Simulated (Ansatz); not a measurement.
Consider InN in the zinc blende structure (space group F-43m, No. 216).

```
CELL_PARAMETERS angstrom
      0.00000     2.52449     2.52449
      2.52449     0.00000     2.52449
      2.52449     2.52449     0.00000
ATOMIC_POSITIONS crystal
  N  0.75000 0.75000 0.75000
  In 0.00000 0.00000 0.00000
```

Cartesian axes are those of the cell as printed.

Level of theory: PBE/PAW in Ansatz (a first-principles code), without spin-orbit coupling.

Strains are applied to the cell and any free atomic positions relax; under biaxial strain the out-of-plane vector relaxes too.

One change was made to it. Results:

The energy grows by 9.7 meV/atom; the pressure goes from zero to 5.2 GPa.

### Question
What was done to the base?
A) isotropic strain −1.30 %
B) tensor shear ε_xy = −0.77 %
C) biaxial strain +3.64 %, plane normal [111], relaxed out of plane
D) biaxial strain −0.74 %, plane normal [001], relaxed out of plane

### Answer
A, isotropic strain −1.30 %. For comparison, the energy relative to the base in the other runs: tensor shear ε_xy = −0.77 % gives +0.9 meV/atom; biaxial strain +3.64 %, plane normal [111], relaxed out of plane gives +31 meV/atom; biaxial strain −0.74 %, plane normal [001], relaxed out of plane gives +0.7 meV/atom.

The mesh was chosen for an insulator and is coarse for the gapless case. No phonon test of stability was made. All final runs are without spin polarisation. Gaps under 0.05 eV, about the width of the smearing, are given as zero. This is not the structure that InN has at room temperature and ambient pressure.
